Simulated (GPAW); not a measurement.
ZnS:

```
CELL_PARAMETERS angstrom
0.00000 2.70200 2.70200
2.70200 0.00000 2.70200
2.70200 2.70200 0.00000
ATOMIC_POSITIONS crystal
Zn 0.75000 0.75000 0.75000
S 0.00000 0.00000 0.00000
```

| Property | Result |
| --- | --- |
| Program | GPAW 26.7.0 |
| Task | relaxation of cell and atoms |
| Functional | PBE |
| Potentials or basis | GPAW PAW data sets (gpaw-data 1.2.1) |
| Cutoff | 600 eV |
| Basis | pw |
| k mesh | 9 × 9 × 9 |
| Occupations | fermi-dirac, width 0.05 eV |
| Spin | no spin polarisation |

At the start: pressure 1.6 GPa; volume 19.73 Å³/atom.

Task: How do energy, volume and symmetry change on relaxing?

Result: Over 3 steps the energy falls by 2.3 meV/atom and the volume is 20.16 Å³/atom (+2.2 %); space group F-43m (No. 216, to 0.05 Å).

The path:
| step | energy change (eV) | largest force (eV/Å) | pressure (GPa) | volume (Å³) |
| --- | --- | --- | --- | --- |
| 1 | 0.0000 | 0.0000 | 1.62 | 39.45 |
| 2 | -0.0016 | 0.0000 | 1.30 | 39.62 |
| 3 | -0.0047 | 0.0000 | 0.03 | 40.31 |

Final structure:
```yaml
crystal:
  lattice:
    - [0.00000, 2.72150, 2.72150]
    - [2.72150, 0.00000, 2.72150]
    - [2.72150, 2.72150, 0.00000]
  atoms:
    - { symbol: Zn, position: [0.75000, 0.75000, 0.75000] }
    - { symbol: S, position: [0.00000, 0.00000, 0.00000] }
```

Caveat: later steps reuse the first step's grids.
